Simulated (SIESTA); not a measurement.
**TaN in SIESTA: the effect of strain zz**

TaN:

```
Ta N
1.0
     0.00000    2.21132    2.12287
     2.21132    0.00000    2.12287
     2.21132    2.21132    0.00000
Ta N
1 1
Direct
  0.50000 0.50000 0.50000
  0.00000 0.00000 0.00000
```

The cell comes from a database or a generator and needn't be the stable form of this composition.

The cell isn't the ideal one: cell strained along z.

Alike in all runs:

* Program: SIESTA 5.4.2
* Task: single point
* Functional: PBE
* Potentials or basis: PseudoDojo 0.4 standard (PBE files)
* Basis: DZP (energy shift 0.003 Ry; two zetas on semicore shells)
* Grid cutoff: 800 Ry
* Energy shift: 0.003 Ry
* k mesh: 10 × 10 × 10
* Occupations: fermi-dirac, width 0.05 eV
* Spin: no spin polarisation

**Question.** One run gave: pressure -6.4 GPa. Which strain zz did it use?
A. -0.02
B. 0.04
C. -0.01
D. 0
E. -0.04

**Answer.** B.

| strain zz | pressure (GPa) |
| --- | --- |
| -0.04 | 22.4 |
| -0.02 | 12.9 |
| -0.01 | 8.8 |
| 0 | 5.1 |
| 0.01 | 1.6 |
| 0.02 | -1.5 |
| 0.04 | -6.4 |

Caveats: short orbitals over semicore shells can move pressures by several GPa; the basis of atomic orbitals isn't converged, which shifts pressures, moduli and gaps.
